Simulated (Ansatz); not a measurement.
# Al47O73: the cost of one run

Program: Ansatz 0.2.0, PAW, plane waves. These are calculated values, not measurements.

### Step 1. Starting point

120 atoms (47 Al, 73 O); a = 9.548 Å, b = 9.548 Å, c = 13.014 Å, α = 90.00°, β = 90.00°, γ = 120.00°. All atoms were shaken off their sites by about 0.02 Å along each axis; atoms next to an added one may be pushed further to make room. Defect site 1: (0.500, 0.500, 0.352). Starting moments add up to 2 μB.

Steps to follow: (2) PBEsol relaxation at the single k point (¼, ¼, ¼), on 1 × NVIDIA GB200 with 8 threads of Arm Neoverse-V2.

### Step 2. PBEsol relaxation in the fixed cell

Input file in.yaml:

```yaml
crystal:
  lattice:
    - [9.547862, 0.000000, 0.000000]
    - [-4.773931, 8.268691, 0.000000]
    - [0.000000, 0.000000, 13.013576]
  atoms:
    - { symbol: Al, position: [0.331708, 0.165702, 0.184388] }
    - { symbol: Al, position: [0.338660, 0.661853, 0.188400] }
    - { symbol: Al, position: [0.833894, 0.167117, 0.185835] }
    - { symbol: Al, position: [0.831290, 0.665813, 0.186497] }
    - { symbol: Al, position: [0.164805, 0.331405, 0.017799] }
    - { symbol: Al, position: [0.168375, 0.833490, 0.019169] }
    - { symbol: Al, position: [0.664854, 0.330192, 0.021114] }
    - { symbol: Al, position: [0.664997, 0.832267, 0.018588] }
    - { symbol: Al, position: [0.162598, 0.326896, 0.314256] }
    - { symbol: Al, position: [0.159623, 0.830906, 0.315014] }
    - { symbol: Al, position: [0.665921, 0.329900, 0.313111] }
    - { symbol: Al, position: [0.662531, 0.830393, 0.318153] }
    - { symbol: Al, position: [0.163386, 0.330108, 0.519041] }
    - { symbol: Al, position: [0.165896, 0.830795, 0.520427] }
    - { symbol: Al, position: [0.668628, 0.336890, 0.519873] }
    - { symbol: Al, position: [0.669762, 0.833063, 0.519779] }
    - { symbol: Al, position: [0.002613, 0.999898, 0.352428] }
    - { symbol: Al, position: [0.000505, 0.500735, 0.350239] }
    - { symbol: Al, position: [0.503167, 0.003897, 0.351040] }
    - { symbol: Al, position: [0.999298, 0.996278, 0.149574] }
    - { symbol: Al, position: [0.997622, 0.495442, 0.152185] }
    - { symbol: Al, position: [0.500595, 0.998489, 0.146101] }
    - { symbol: Al, position: [0.503341, 0.498533, 0.148151] }
    - { symbol: Al, position: [0.998887, 0.999230, 0.648472] }
    - { symbol: Al, position: [0.998972, 0.500949, 0.648756] }
    - { symbol: Al, position: [0.505425, 0.000666, 0.649148] }
    - { symbol: Al, position: [0.496645, 0.496601, 0.649670] }
    - { symbol: Al, position: [0.002057, 0.002723, 0.851109] }
    - { symbol: Al, position: [0.001608, 0.500401, 0.850500] }
    - { symbol: Al, position: [0.498113, 0.996937, 0.851661] }
    - { symbol: Al, position: [0.495602, 0.500421, 0.853558] }
    - { symbol: Al, position: [0.330460, 0.166030, 0.686943] }
    - { symbol: Al, position: [0.331723, 0.662632, 0.685272] }
    - { symbol: Al, position: [0.834426, 0.166122, 0.687349] }
    - { symbol: Al, position: [0.831545, 0.665348, 0.683960] }
    - { symbol: Al, position: [0.334494, 0.167043, 0.480674] }
    - { symbol: Al, position: [0.332962, 0.667907, 0.480436] }
    - { symbol: Al, position: [0.834575, 0.170679, 0.482750] }
    - { symbol: Al, position: [0.833038, 0.667267, 0.478650] }
    - { symbol: Al, position: [0.336869, 0.164948, 0.982498] }
    - { symbol: Al, position: [0.333192, 0.664989, 0.981523] }
    - { symbol: Al, position: [0.833173, 0.166448, 0.979911] }
    - { symbol: Al, position: [0.833691, 0.664397, 0.981924] }
    - { symbol: Al, position: [0.163914, 0.330455, 0.815262] }
    - { symbol: Al, position: [0.164884, 0.829655, 0.814209] }
    - { symbol: Al, position: [0.670621, 0.334254, 0.813609] }
    - { symbol: Al, position: [0.665246, 0.829676, 0.815450] }
    - { symbol: O, position: [0.153193, 0.001003, 0.249515] }
    - { symbol: O, position: [0.151115, 0.498880, 0.251589] }
    - { symbol: O, position: [0.655327, 0.001951, 0.250644] }
    - { symbol: O, position: [0.655336, 0.501871, 0.252434], spin: 0.286 }
    - { symbol: O, position: [0.333173, 0.014891, 0.083104] }
    - { symbol: O, position: [0.328404, 0.511724, 0.083797] }
    - { symbol: O, position: [0.832403, 0.017237, 0.082557] }
    - { symbol: O, position: [0.831605, 0.513423, 0.081772] }
    - { symbol: O, position: [0.997327, 0.151648, 0.251230] }
    - { symbol: O, position: [0.002201, 0.651178, 0.252309] }
    - { symbol: O, position: [0.498707, 0.149634, 0.248634] }
    - { symbol: O, position: [0.498633, 0.651885, 0.249476], spin: 0.286 }
    - { symbol: O, position: [0.345132, 0.348693, 0.252287], spin: 0.286 }
    - { symbol: O, position: [0.347824, 0.848025, 0.247626] }
    - { symbol: O, position: [0.844333, 0.347728, 0.250426] }
    - { symbol: O, position: [0.847917, 0.850268, 0.249116] }
    - { symbol: O, position: [0.177796, 0.165743, 0.084424] }
    - { symbol: O, position: [0.178581, 0.666752, 0.082881] }
    - { symbol: O, position: [0.678608, 0.163536, 0.084645] }
    - { symbol: O, position: [0.678405, 0.665689, 0.083144] }
    - { symbol: O, position: [0.499380, 0.494991, 0.352341], spin: 0.286 }
    - { symbol: O, position: [0.176187, 0.012643, 0.582489] }
    - { symbol: O, position: [0.179598, 0.512899, 0.580694] }
    - { symbol: O, position: [0.677042, 0.011506, 0.583337] }
    - { symbol: O, position: [0.683155, 0.518097, 0.584891] }
    - { symbol: O, position: [0.169417, 0.180352, 0.415744] }
    - { symbol: O, position: [0.161664, 0.678162, 0.417163] }
    - { symbol: O, position: [0.665940, 0.174367, 0.416301] }
    - { symbol: O, position: [0.661808, 0.676328, 0.417667], spin: 0.286 }
    - { symbol: O, position: [0.015778, 0.331142, 0.416351] }
    - { symbol: O, position: [0.014591, 0.834573, 0.413462] }
    - { symbol: O, position: [0.510204, 0.329584, 0.418907], spin: 0.286 }
    - { symbol: O, position: [0.512217, 0.832856, 0.417616] }
    - { symbol: O, position: [0.008366, 0.177150, 0.916065] }
    - { symbol: O, position: [0.011307, 0.678964, 0.918338] }
    - { symbol: O, position: [0.512188, 0.180643, 0.915557] }
    - { symbol: O, position: [0.512344, 0.685643, 0.917287] }
    - { symbol: O, position: [0.002666, 0.349143, 0.749908] }
    - { symbol: O, position: [0.002987, 0.851988, 0.750297] }
    - { symbol: O, position: [0.501535, 0.347782, 0.752310] }
    - { symbol: O, position: [0.498330, 0.845047, 0.749312] }
    - { symbol: O, position: [0.486655, 0.320309, 0.080601] }
    - { symbol: O, position: [0.486853, 0.819191, 0.085468] }
    - { symbol: O, position: [0.988652, 0.320262, 0.085078] }
    - { symbol: O, position: [0.983327, 0.817331, 0.083763] }
    - { symbol: O, position: [0.485661, 0.162317, 0.582552] }
    - { symbol: O, position: [0.490020, 0.668265, 0.583648] }
    - { symbol: O, position: [0.983281, 0.161489, 0.584224] }
    - { symbol: O, position: [0.987670, 0.667837, 0.583576] }
    - { symbol: O, position: [0.330767, 0.320312, 0.581142] }
    - { symbol: O, position: [0.334190, 0.819387, 0.583290] }
    - { symbol: O, position: [0.832259, 0.321653, 0.581076] }
    - { symbol: O, position: [0.828887, 0.816208, 0.584388] }
    - { symbol: O, position: [0.318543, 0.487043, 0.416482], spin: 0.286 }
    - { symbol: O, position: [0.317699, 0.983055, 0.421200] }
    - { symbol: O, position: [0.819488, 0.485951, 0.414081] }
    - { symbol: O, position: [0.816720, 0.984081, 0.419330] }
    - { symbol: O, position: [0.316038, 0.329941, 0.916954] }
    - { symbol: O, position: [0.322461, 0.833511, 0.920666] }
    - { symbol: O, position: [0.822520, 0.331436, 0.918492] }
    - { symbol: O, position: [0.819467, 0.832432, 0.914872] }
    - { symbol: O, position: [0.345266, 0.001877, 0.750014] }
    - { symbol: O, position: [0.346225, 0.498100, 0.750656] }
    - { symbol: O, position: [0.847078, 0.997869, 0.750567] }
    - { symbol: O, position: [0.848170, 0.499423, 0.749783] }
    - { symbol: O, position: [0.149621, 0.148469, 0.750379] }
    - { symbol: O, position: [0.149116, 0.652137, 0.748816] }
    - { symbol: O, position: [0.651563, 0.154086, 0.747672] }
    - { symbol: O, position: [0.650603, 0.651402, 0.751277] }
    - { symbol: O, position: [0.169445, 0.491490, 0.915341] }
    - { symbol: O, position: [0.162527, 0.985921, 0.917111] }
    - { symbol: O, position: [0.669432, 0.485075, 0.918821] }
    - { symbol: O, position: [0.663002, 0.984922, 0.917906] }
  symmetry: { detect: false }
kpoints:
  mp_grid: { grid: [1, 1, 1], shift: [0.25, 0.25, 0.25] }
hamiltonian:
  xc: pbesol
total_charge: 1
magnetization:
  spin_polarized: true
scf:
  occupations: { method: fermi_dirac, width: 0.01 }
relax:
  f_tol: 0.03
  max_steps: 80
  escape_saddle: false
  adjacent_minimum: "off"
output:
  forces: true
  eigenvalues: true
  populations: true
  charged_corrections: { epsilon: 10 }
```

The run is started by

```bash
$ ansatz run in.yaml --threads 8 --pin off --max-ram 118750MiB --runs-dir r --events-out ev --progress --plain --backend cuda --devices 0, --max-vram 170GiB
```

**Question.** How long does this run take on 1 × NVIDIA GB200 with 8 threads of Arm Neoverse-V2, shared host, and how much memory does it need?

About 24 s, with a peak of 2 GiB on the host.
